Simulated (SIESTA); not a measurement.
Crystal: BeS.

```
CELL_PARAMETERS angstrom
0.00000 2.42500 2.42500
2.42500 0.00000 2.42500
2.42500 2.42500 0.00000
ATOMIC_POSITIONS crystal
S 0.75000 0.75000 0.75000
Be 0.00000 0.00000 0.00000
```

Base run:

```yaml
Program: SIESTA 5.4.2
Functional: PW91
Potentials_or_basis: PseudoDojo 0.4 standard (PBE files)
Basis: DZP (energy shift 0.003 Ry; two zetas on semicore shells)
Grid_cutoff: 800 Ry
Energy_shift: 0.003 Ry
k_mesh: 9 × 9 × 9
Occupations: fermi-dirac, width 0.05 eV
Spin: no spin polarisation
```

Its results: band gap on the k mesh 3.17 eV, indirect (least direct gap 5.51 eV); pressure 2.3 GPa.

Task: After a change of settings the same cell gave: band gap on the k mesh 3.40 eV, indirect (least direct gap 5.55 eV); pressure 5.2 GPa. Which change was it?
A. functional from PW91 to WC; potentials or basis from PseudoDojo 0.4 standard (PBE files) to PseudoDojo 0.4 standard (PBEsol files)
B. functional from PW91 to AM05; potentials or basis from PseudoDojo 0.4 standard (PBE files) to PseudoDojo 0.4 standard (PBEsol files)
C. functional from PW91 to BLYP
D. functional from PW91 to revPBE

Result: C.

BLYP binds less tightly than PW91, so the same cell stands under more pressure.

Caveats: short orbitals over semicore shells can move pressures by several GPa; the potentials were made for another functional, which shifts forces and pressure; the mesh misses the band edges, which the band path finds closer together; the basis of atomic orbitals isn't converged, which shifts pressures, moduli and gaps.
